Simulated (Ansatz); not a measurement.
# SnSe: pressure up to the limit of the methods, part 3 of 3

Aim: compress SnSe (zincblende type) step by step, far beyond the usual range, and follow pressure and electronic structure. Methods of the runs shown: PAW. Its runs: cell relaxed at zero pressure (PAW); volume scaled by 1 (PAW); volume scaled by 0.94 (PAW); volume scaled by 0.88 (PAW and PAW (core large)); volume scaled by 0.8 (PAW); volume scaled by 0.72 (PAW); volume scaled by 0.64 (PAW); volume scaled by 0.55 (PAW and PAW (cutoff 800 eV)).

Ansatz 0.2.0; DFT LDA; a cell built from a prototype (zincblende type), not taken from measurement. The steps go on from the part before.

## 9. Volume scaled by 0.64, PAW

input.yaml reads:

```yaml
crystal:
  lattice:
    - [0.0, 2.8347722551, 2.8347722551]
    - [2.8347722551, 0.0, 2.8347722551]
    - [2.8347722551, 2.8347722551, 0.0]
  atoms:
    - { symbol: Sn, position: [0.0, 0.0, 0.0] }
    - { symbol: Se, position: [0.25, 0.25, 0.25] }
kpoints:
  mp_grid: { grid: [11, 11, 11] }
scf:
  occupations: { method: fermi_dirac, width: 0.08 }
hamiltonian:
  xc: lda
  pseudopotentials: { kind: paw }
output:
  forces: true
  stress: true
  eigenvalues: true
  populations: true
```

Started as:

```sh
$ ansatz run input.yaml --threads 1 --pin off --max-ram 2048MiB --backend cpu --events-out ev --progress --plain --runs-dir out
```

The log of the run, shortened:

```text
[...]
Pseudopotentials: kind: paw
Pseudopotential: Sn, paw, valence charge 14, recommended cutoff 420 eV (normal)
Pseudopotential: Se, paw, valence charge 16, recommended cutoff 420 eV (normal)
Functional definition: SPW92
[...]
Crystal: 2 atoms, lattice volume = 45.560 Å³
Basis set: ecut = 420 eV, 893 PW (Γ)
Bands: 19, of which v1, the nominal top of the filled ones, is band 15 counted from 1 (14 counted from 0)
[...]
  P = ⅓ Tr σ = 36.1944 GPa (361.944 kbar)
--- Band table (eV; the first three rows and the last of 56) ---
  k-point 0: bands = ["-37.2531", "-37.2531", "-37.2531", "-37.2435", "-37.2435", "-10.1705", "-10.1705", "-10.1705", "-10.0424", "-10.0424", "-4.8900", "8.4293", "8.4590", "8.4590", "8.4590", "13.3436", "13.3436", "13.3436", "17.7965"]
[...]
--- Löwdin populations: 2 sites ---
  site symbol       q [e]
     0     Sn     13.7625
     1     Se     16.0624
  spilling = 0.005836 (of n_electrons = 30.000000)
```

Run time: 7.4 s. Hardware: 1 thread of Arm Neoverse V1, shared host; peak memory 0.34 GiB.

In short: pressure 36.19 GPa; no gap.

## 10. Volume scaled by 0.55, PAW

input.yaml reads:

```yaml
crystal:
  lattice:
    - [0.0, 2.6951260308, 2.6951260308]
    - [2.6951260308, 0.0, 2.6951260308]
    - [2.6951260308, 2.6951260308, 0.0]
  atoms:
    - { symbol: Sn, position: [0.0, 0.0, 0.0] }
    - { symbol: Se, position: [0.25, 0.25, 0.25] }
kpoints:
  mp_grid: { grid: [11, 11, 11] }
  band_path:
    path:
      - [0.0, 0.0, 0.0]
      - [-0.5, -0.5, 0.0]
      - [-0.375, -0.375, 0.25]
      - [-0.375, 0.0, 0.375]
      - [0.0, 0.0, 0.0]
      - [0.0, 0.0, 0.5]
      - [-0.5, -0.25, 0.25]
      - [-0.5, -0.5, 0.0]
    npoints: 8
scf:
  occupations: { method: fermi_dirac, width: 0.08 }
hamiltonian:
  xc: lda
  pseudopotentials: { kind: paw }
output:
  forces: true
  stress: true
  eigenvalues: true
  populations: true
  dos: { projected: true, de: 0.2, e_range: [-14, 8] }
  write_density: true
  write_potential: true
  elf: true
  volumetric_format: npy
```

Started as:

```sh
$ ansatz run input.yaml --threads 1 --pin off --max-ram 2048MiB --backend cpu --events-out ev --progress --plain --runs-dir out
```

The log of the run:

```text
[... 7 set-up lines as earlier in the session ...]
Crystal: 2 atoms, lattice volume = 39.153 Å³
Basis set: ecut = 420 eV, 749 PW (Γ)
Bands: 19, of which v1, the nominal top of the filled ones, is band 15 counted from 1 (14 counted from 0)
[... 1 set-up line as earlier in the session ...]
Space group: F-43m (ITA 216), of the structure as read, at distance tolerance 3.4e-5 Å
k-points: 56 of 1331 (time reversal used)
[... 10 set-up lines as earlier in the session ...]
SCF iter   1: F=—  HF=-11258.969326 eV  |F-HF|=—  |Δ(HF+E_count)|=         —  Δρ=9.28e-3  dr2=1.69e-2  ethr=1.77e-3  ⟨swp⟩=5.8  Hψ=5416  notcnv=0
preconditioner: auto → Kerker (q_TF=auto, 2.610 Å⁻¹)  [metal: Δε(μ)=0.042 eV  Ē_g=19.323 eV  σ=0.080 eV  W_gap=0.13  n_scr=14 (ndim 8)  ℏωp=26.5 eV  f_vac=0.000  D(μ)=0.77/eV (n_scr^D=0)]
SCF iter   2: F=—  HF=-11258.966044 eV  |F-HF|=—  |Δ(HF+E_count)|=   3.28e-3  Δρ=5.34e-3  dr2=6.13e-3  ethr=5.62e-5  ⟨swp⟩=1.7  Hψ=1610  notcnv=0
SCF iter   3: F=—  HF=-11258.964699 eV  |F-HF|=—  |Δ(HF+E_count)|=   1.34e-3  Δρ=8.87e-4  dr2=3.31e-4  ethr=2.04e-5  ⟨swp⟩=1.0  Hψ=1066  notcnv=0
SCF iter   4: F=—  HF=-11258.964639 eV  |F-HF|=—  |Δ(HF+E_count)|=   6.00e-5  Δρ=3.03e-4  dr2=3.32e-5  ethr=1.10e-6  ⟨swp⟩=2.0  Hψ=1911  notcnv=0
SCF iter   5: F=—  HF=-11258.964637 eV  |F-HF|=—  |Δ(HF+E_count)|=   1.70e-6  Δρ=1.18e-4  dr2=6.23e-6  ethr=1.11e-7  ⟨swp⟩=2.4  Hψ=1594  notcnv=0
SCF iter   6: F=—  HF=-11258.964637 eV  |F-HF|=—  |Δ(HF+E_count)|=   5.07e-7  Δρ=3.58e-5  dr2=7.91e-7  ethr=2.08e-8  ⟨swp⟩=2.4  Hψ=1790  notcnv=0
SCF iter   7: F=-11258.964636 eV  HF=-11258.964636 eV  |F-HF|=1.90e-8  |Δ(HF+E_count)|=   1.66e-7  Δρ=7.12e-6  dr2=3.25e-8  ethr=3.33e-10  ⟨swp⟩=7.6  Hψ=6779  notcnv=0
SCF 1 converged in 7 iterations: F = -11258.964636 eV  dr2 = 3.25e-8
NSCF: frozen V_eff on 57 k-points
SCF converged after 7 iterations
Free energy (F): -11258.964636 eV
Harris-Foulkes:  -11258.964636 eV  (|F-HF|=1.90e-8)
Internal energy: -11258.948593 eV  (E = F + TS)
E sigma→0 (E₀):  -11258.956615 eV
Entropy (-TS):   -0.016043 eV (-8.022 meV/atom)
Fermi energy:    15.159809 eV
--- Per-component energies (eV) ---
  E_band       = -359.473716
  E_kinetic    = 325.032683
  E_local      = -3100.378998  (includes V_loc(G=0)·N_el)
  E_nonlocal   = -615.500630
  E_hartree    = 1689.400703
  E_xc         = -491.081561
  E_vxc        = -207.644524  (∫ρ·V_xc dr)
  E_paw        = -5821.112502  (= ΣΔE_a)
  E_vpaw       = -139.788572  (= ΣTr[D̂ρ^β])
  E_aug_tail   = -0.000627  (compensation charges beyond the density's cutoff)
  E_ewald      = -3247.949923
  E_core_change = 2.642261  (= ΣΔE_core)
  E_smearing   = -0.016043  (= −TS)
  E_closure    = -0.000000  (closes the sum)
  Σ components = -11258.964636   (vs F -11258.964636, Δ=0.00e0)
--- Forces (eV/Å), atoms counted from 1 ---
  atom   1  Sn    -0.00000000     0.00000000    -0.00000000
  atom   2  Se     0.00000000    -0.00000000     0.00000000
  max |Σ_I F_I| component: 8.14e-16 eV/Å
--- Stress (GPa, compression-positive) ---
       66.840068       0.000000      -0.000000
        0.000000      66.840068       0.000000
       -0.000000       0.000000      66.840068
  P = ⅓ Tr σ = 66.8401 GPa (668.401 kbar)
--- Band table (eV; the first three rows and the last of 56) ---
  k-point 0: bands = ["-35.0492", "-35.0492", "-35.0492", "-35.0336", "-35.0336", "-7.9463", "-7.9463", "-7.9463", "-7.7361", "-7.7361", "-3.5848", "10.9242", "10.9242", "10.9242", "11.9413", "15.9911", "15.9911", "15.9911", "21.1013"]
  k-point 1: bands = ["-35.0493", "-35.0492", "-35.0492", "-35.0336", "-35.0336", "-7.9573", "-7.9416", "-7.9416", "-7.7362", "-7.7362", "-3.4726", "9.6549", "10.7889", "10.7889", "12.8276", "16.0802", "16.1916", "16.1916", "21.6780"]
  k-point 2: bands = ["-35.0493", "-35.0492", "-35.0492", "-35.0336", "-35.0336", "-7.9862", "-7.9297", "-7.9297", "-7.7361", "-7.7361", "-3.1482", "7.9078", "10.4692", "10.4692", "13.3132", "16.6261", "16.6261", "16.7589", "21.6300"]
  k-point 55: bands = ["-35.0495", "-35.0493", "-35.0488", "-35.0335", "-35.0332", "-8.1226", "-7.8726", "-7.8377", "-7.7606", "-7.7242", "-0.7923", "4.0663", "6.9866", "7.6672", "15.8242", "16.9069", "17.9269", "18.9512", "23.0418"]
--- Löwdin populations: 2 sites ---
  site symbol       q [e]
     0     Sn     13.7578
     1     Se     16.0063
  spilling = 0.007866 (of n_electrons = 30.000000)
```

Wall time 9 s (1 thread of Arm Neoverse V1, shared host); peak memory 0.34 GiB.

Result: pressure 66.84 GPa; no gap.

At the corners of the path (eV, zero at the Fermi level):

```tsv
point	band 12	band 13	band 14	band 15	band 16	band 17	band 18
Γ	-4.24	-4.24	-4.24	-3.22	0.83	0.83	0.83
X	-11.31	-7.18	-7.18	-2.01	-1.23	7.59	7.82
U	-11.13	-8.35	-6.70	-1.22	1.46	5.23	5.26
K	-11.13	-8.35	-6.70	-1.22	1.46	5.23	5.26
Γ	-4.24	-4.24	-4.24	-3.22	0.83	0.83	0.83
L	-11.29	-5.49	-5.49	-2.23	1.79	1.79	4.45
W	-11.11	-7.94	-7.86	1.23	1.61	2.52	3.44
X	-11.31	-7.18	-7.18	-2.01	-1.23	7.59	7.82
```

States per cell, counted by energy window (eV from the Fermi level, on a grid of 0.20 eV):

```tsv
from	to	total	Se 4p	Sn 5p	Sn 5s
-10	-9	0.32	0.16	0.03	0.09
-9	-8	0.38	0.21	0.09	0.05
-8	-7	1.17	0.73	0.35	0.05
-7	-6	1.43	0.97	0.38	0.03
-6	-5	1.10	0.82	0.24	0.01
-5	-4	0.25	0.20	0.04	0.00
-4	-3	0.00	0.00	0.00	0.00
-3	-2	0.01	0.00	0.00	0.00
-2	-1	0.52	0.08	0.19	0.13
-1	0	1.39	0.31	0.47	0.31
0	1	0.81	0.22	0.28	0.16
1	2	1.37	0.32	0.68	0.12
2	3	1.31	0.26	0.68	0.06
3	4	0.95	0.18	0.44	0.04
4	5	0.97	0.17	0.37	0.04
```

The fields are shown in the conventional cell of this run's space group, carried over from its grid by interpolation.

Density in a lattice plane of the grid's cell (edges 5.39 and 5.39 Å, at 0.000 of the third edge), which holds Sn.

Ten even steps from '0' (0.04 e/Å³) to '9' (16.56 e/Å³):
```
652100000000000000000125
221000000000000000000012
000000000000000000000000
000000000000000000000000
000000000000000000000000
000000000000000000000000
000000000000000000000000
000000000012221000000000
000000000125652100000000
000000000147974100000000
000000000125652100000000
000000000012221000000000
000000000000000000000000
000000000000000000000000
000000000000000000000000
000000000000000000000000
000000000000000000000000
221000000000000000000012
652100000000000000000125
974100000000000000000147
```
Columns run along the first of these edges and rows up along the second, over one cell in 24 and 20 even steps from the bottom left corner. Atoms in the plane (fractional): Sn at (0.00, 0.00), Sn at (0.50, 0.50).

ELF in the same plane.

Ten even steps from ' ' (0.00) to '@' (0.37):
```
    ::**%%%%##++----::::::::::----++##%%%%**::  
::--**%%%%%%##**==----::::::----==**##%%%%%%**--
##%%%%%%%%%%%%##**++==------==++**##%%%%%%%%%%%%
%%%%%%%%@@@@@@%%##**++====++++**##%%@@@@@@%%%%%%
########%%@@@@@@%%############%%%%@@@@@@%%%%####
==++++**##%%@@@@@@%%%%%%%%%%%%%%@@@@@@%%##**++++
----==++**##%%%%%%%%%%%%##%%%%%%%%%%%%##**++==--
::::----==**##%%%%%%**--::--**%%%%%%##**==----::
::::::----++##%%%%**::      ::**%%%%##++----::::
::::::::--++##%%%%++..      ..++%%%%##++--::::::
::::::----++##%%%%**::      ::**%%%%##++----::::
::::----==**##%%%%%%**--::--**%%%%%%##**==----::
----==++**##%%%%%%%%%%%%##%%%%%%%%%%%%##**++==--
==++++**##%%@@@@@@%%%%%%%%%%%%%%@@@@@@%%##**++==
######%%%%@@@@@@%%%%############%%@@@@@@%%######
%%%%%%%%@@@@@@%%##**++++==++++**##%%@@@@@@%%%%%%
##%%%%%%%%%%%%##**++==------==++**##%%%%%%%%%%%%
::--**%%%%%%##**==----::::::----==**##%%%%%%**--
    ::**%%%%##++----::::::::::----++##%%%%**::  
    ..++%%%%##++--::::::::::::::--++##%%%%++..  
```
Columns run along the first of these edges and rows up along the second, over one cell in 24 and 20 even steps from the bottom left corner. Atoms in the plane (fractional): Sn at (0.00, 0.00), Sn at (0.50, 0.50).

Both are smooth fields of the valence electrons: close to the nuclei they are not physical.

The highest ELF values outside the cores: 0.78 in the shell around Se, 0.8 Å from Se.

## 11. Volume scaled by 0.55, PAW (cutoff 800 eV)

input.yaml reads:

```yaml
crystal:
  lattice:
    - [0.0, 2.6951260308, 2.6951260308]
    - [2.6951260308, 0.0, 2.6951260308]
    - [2.6951260308, 2.6951260308, 0.0]
  atoms:
    - { symbol: Sn, position: [0.0, 0.0, 0.0] }
    - { symbol: Se, position: [0.25, 0.25, 0.25] }
kpoints:
  mp_grid: { grid: [11, 11, 11] }
scf:
  occupations: { method: fermi_dirac, width: 0.08 }
hamiltonian:
  xc: lda
  pseudopotentials: { kind: paw }
output:
  forces: true
  stress: true
  eigenvalues: true
  write_density: true
  write_potential: true
  elf: true
  volumetric_format: npy
basis:
  ecutwfc: 800
```

Started as:

```sh
$ ansatz run input.yaml --threads 1 --pin off --max-ram 2048MiB --backend cpu --events-out ev --progress --plain --runs-dir out
```

The log of the run, shortened:

```text
[...]
[... 4 set-up lines as earlier in the session ...]
[...]
Crystal: 2 atoms, lattice volume = 39.153 Å³
Basis set: ecut = 800 eV, 1989 PW (Γ)
Bands: 19, of which v1, the nominal top of the filled ones, is band 15 counted from 1 (14 counted from 0)
[...]
--- Stress (GPa, compression-positive) ---
       66.803555      -0.000000       0.000000
       -0.000000      66.803555       0.000000
       -0.000000       0.000000      66.803555
  P = ⅓ Tr σ = 66.8036 GPa (668.036 kbar)
--- Band table (eV; the first three rows and the last of 56) ---
  k-point 0: bands = ["-35.0551", "-35.0551", "-35.0551", "-35.0394", "-35.0394", "-7.9470", "-7.9470", "-7.9470", "-7.7368", "-7.7368", "-3.5849", "10.9235", "10.9235", "10.9235", "11.9398", "15.9901", "15.9901", "15.9901", "21.1002"]
[...]
```

It took 17 s on 1 thread of Arm Neoverse V1, shared host; peak memory 0.4 GiB.

Result: pressure 66.80 GPa; no gap.

The fields are shown in the conventional cell of this run's space group, carried over from its grid by interpolation.

Density in a lattice plane of the grid's cell (edges 5.39 and 5.39 Å, at 0.000 of the third edge), which holds Sn.

Ten even steps from '0' (0.04 e/Å³) to '9' (16.56 e/Å³):
```
652100000000000000000125
221000000000000000000012
000000000000000000000000
000000000000000000000000
000000000000000000000000
000000000000000000000000
000000000000000000000000
000000000012221000000000
000000000125652100000000
000000000147974100000000
000000000125652100000000
000000000012221000000000
000000000000000000000000
000000000000000000000000
000000000000000000000000
000000000000000000000000
000000000000000000000000
221000000000000000000012
652100000000000000000125
974100000000000000000147
```
Columns run along the first of these edges and rows up along the second, over one cell in 24 and 20 even steps from the bottom left corner. Atoms in the plane (fractional): Sn at (0.00, 0.00), Sn at (0.50, 0.50).

ELF in the same plane.

Ten even steps from '0' (0.00) to '9' (0.37):
```
002688753322222335788620
236888764332223346788863
888888876543334567888888
888899987655455678999888
777889998877777889998877
455678999888888899987655
334567888888888888876543
223346788863236888764332
222335788620002688753322
222235788510001588753222
222335788620002688753322
223346788863236888764332
334567888888888888876543
455678999888888899987655
777889998877777889998877
888899987655455678999888
888888876543334567888888
236888764332223346788863
002688753322222335788620
001588753222222235788510
```
Columns run along the first of these edges and rows up along the second, over one cell in 24 and 20 even steps from the bottom left corner. Atoms in the plane (fractional): Sn at (0.00, 0.00), Sn at (0.50, 0.50).

Both are smooth fields of the valence electrons: close to the nuclei they are not physical.

Outside the cores ELF peaks at 0.78 in the shell around Se, 0.8 Å from Se.

## 12. Side by side

| method | volume over the first | volume (Å³/atom) | pressure (GPa) | SCF cycles, all passes |
| --- | --- | --- | --- | --- |
| PAW | 1 | 35.594 | -0.04 | 7 |
| PAW | 0.94 | 33.458 | 2.32 | 8 |
| PAW | 0.88 | 31.323 | 5.44 | 8 |
| PAW | 0.8 | 28.475 | 11.40 | 8 |
| PAW | 0.72 | 25.628 | 20.89 | 6 |
| PAW | 0.64 | 22.780 | 36.19 | 6 |
| PAW | 0.55 | 19.577 | 66.84 | 7 |
| PAW (core large) | 0.88 | 31.323 | 5.47 | 8 |
| PAW (cutoff 800 eV) | 0.55 | 19.577 | 66.80 | 7 |

## 13. What came out

This closing draws on all 3 parts.

| quantity | value |
| --- | --- |
| PAW pressure at 0.55 of the volume | 66.8 GPa |
| PAW (cutoff 800 eV) pressure at 0.55 of the volume | 66.8 GPa |
| fitted bulk modulus at zero pressure (PAW) | 32 GPa |
| its pressure derivative | 4.12 |

**Reading.** By PAW the pressure climbs to 67 GPa at 0.55 of the first volume. One third-order Birch-Murnaghan curve follows these points (B₀ = 32 GPa, B′ = 4.12, misfit at most 0.08 GPa). A fit over so wide a range leans to the high pressures, so B₀ can be off by several per cent. No all-electron run checks these rows here, and frozen cores can fail under such compression. The ions are at rest, and the electrons smeared by 0.08 eV.
